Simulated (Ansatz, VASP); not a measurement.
One calculation of InAs, two programs

```
In As
1.0
     0.00000    3.09420    3.09420
     3.09420    0.00000    3.09420
     3.09420    3.09420    0.00000
In As
1 1
Direct
  0.00000 0.00000 0.00000
  0.25000 0.25000 0.25000
```

Alike in both runs: functional PBE; k mesh 12 × 12 × 12; occupations gaussian, width 0.1 eV; no spin polarisation.

Ansatz relaxed the structure, and its values are those at the end. VASP's run is a single point on that final structure, the one shown.

|  | VASP | Ansatz |
| --- | --- | --- |
| version | VASP 6.6.1 | Ansatz 0.2.0 |
| potentials or method | VASP PAW PBE potentials, release 64 (In_d, As) | scalar-relativistic, plane waves, PAW |
| plane-wave cutoff (eV) | 520 | 420 |
| valence electrons in the cell | 18 | 28 |

|  | VASP | Ansatz | Ansatz less VASP |
| --- | --- | --- | --- |
| gap on the k mesh at the Fermi level (eV) | none | none | - |
| pressure (GPa) | 0.0 | 0.0 | -0.05 |

A gap of «none» marks a metal or a gap that the smearing closes. The two sets of potentials don't hold the same shells in valence.
